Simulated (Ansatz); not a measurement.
TiAl in Ansatz: the effect of target pressure

TiAl:

```xyz
2
Lattice="2.8673 0.0000 0.0000 -1.4336 2.4831 0.0000 0.0000 0.0000 4.6781" Properties=species:S:1:pos:R:3 pbc="T T T"
Ti    0.0000    0.0000    0.0000
Al    0.0000    1.6554    2.3390
```

The cell comes from a database or a generator and needn't be the stable form of this composition.

Alike in all runs:

```yaml
Program: Ansatz 0.2.0
Task: relaxation of cell and atoms
Functional: PBEsol
Potentials_or_basis: Ansatz PAW
Cutoff: "420 eV (not typed: the program's choice for these potentials)"
k_mesh: 11 × 11 × 6
Occupations: fermi-dirac, width 0.05 eV
Spin: no spin polarisation
```

Each run relaxes the cell or the atoms first.

```tsv
target pressure	relaxed volume (Å³/atom)
0 GPa	16.23
2 GPa	?
5 GPa	15.56
10 GPa	15.00
20 GPa	14.10
30 GPa	13.38
```

Task: What does the run with target pressure 2 GPa give?

Result: Relaxed volume 15.95 Å³/atom.

Worked out: In Murnaghan's law V^(-B') rises as a straight line in P. The other rows fit best with B' = 3.2, V0 = 16.22 Å³/atom and B0 = 113 GPa, which gives 15.95 Å³/atom at 2 GPa, against the run's 15.95.

Caveats: the plane-wave basis is chosen anew once the cell has moved, so the energies of steps on either side of that aren't comparable; the PAW data sets come from PBE, with cores solved anew for the run's functional, which leaves a small shift of forces and pressure; the volume moved by over 15 % at a fixed basis, so the end points are rough (some runs).
